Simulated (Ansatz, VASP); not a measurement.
# Two plane-wave programs on KBr

```xyz
2
Lattice="3.2745 3.2745 0.0000 -3.2745 3.2745 0.0000 0.0000 3.2745 3.2745" Properties=species:S:1:pos:R:3 pbc="T T T"
K     0.0000    0.0000    0.0000
Br    0.0000    3.2745    0.0000
```

Alike in both runs: functional PBEsol; k mesh 10 × 10 × 10; occupations fermi-dirac, width 0.05 eV; no spin polarisation.

Ansatz relaxed the structure, and its values are those at the end. VASP's run is a single point on that final structure, the one shown.

|  | VASP | Ansatz |
| --- | --- | --- |
| version | VASP 6.6.1 | Ansatz 0.2.0 |
| potentials or method | VASP PAW PBE potentials, release 64 (K_sv, Br) | PAW with Ansatz's default frozen-core files, scalar-relativistic |
| plane-wave cutoff (eV) | 520 | 420 |
| valence electrons in the cell | 16 | 16 |

Ansatz gave:

- pressure (GPa): 0.0

Task: Which values does VASP return?

Result: Pressure (GPa): 0.1.

The functional is the same, so the differences come from potentials, cutoffs and numerics.

Caveats: the PAW data sets were made with another functional, which shifts forces and pressure a little (VASP). A k mesh can miss the band edges.
